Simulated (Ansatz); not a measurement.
**Be: do energies and stresses tell the same story?**

Method: DFT PBE, scalar-relativistic, plane waves, PAW (Ansatz).

Cutoff 420 eV; k points 24×24×24 on the computed 1-atom cell (Γ-centred); Gaussian smearing, width 0.10 eV; no spin polarisation.

Relaxed cell: Im-3m, a = 2.500 Å, b = 2.500 Å, c = 2.500 Å, α = 90.00°, β = 90.00°, γ = 90.00°, 1 atom in the primitive cell. This bcc form isn't the element's structure at ambient conditions.

Energies at zero smearing and pressures from the stress tensor, at volumes with shape and atoms relaxed:
| V (Å³/atom) | E − E(first) (meV/atom) | P (GPa) |
| --- | --- | --- |
| 6.879 | 0.00 | 19.63 |
| 7.113 | -24.28 | 13.70 |
| 7.348 | -40.45 | 8.52 |
| 7.582 | -49.52 | 3.98 |
| 7.817 | -52.37 | 0.01 |
| 8.051 | -49.76 | -3.49 |
| 8.286 | -42.34 | -6.55 |
| 8.598 | -26.02 | -9.98 |

Q: Check P = −dE/dV between neighbouring volumes, and get the bulk modulus from the pressures alone.

A: With 1 eV/Å³ = 160.2 GPa:
```tsv
middle V (Å³/atom)	−ΔE/ΔV (GPa)	mean P (GPa)
6.996	16.588	16.663
7.230	11.046	11.110
7.465	6.198	6.252
7.699	1.949	1.996
7.934	-1.783	-1.739
8.168	-5.066	-5.016
8.442	-8.367	-8.264
```

The two differ by 0.10 GPa at most. The mean of two end pressures misses the average over a step by about ΔV² P″/12, up to 0.07 GPa here; with that taken off 0.04 GPa remains. The stress is the derivative of the free energy, not of the energy at zero smearing, and with free energies 0.00 GPa remains. Around V = 7.817 Å³/atom, the two neighbours give B = −V ΔP/ΔV = 7.817 × 7.47 / 0.469 = 124.5 GPa, against B0 = 124.2 GPa from the Birch–Murnaghan fit of the energies.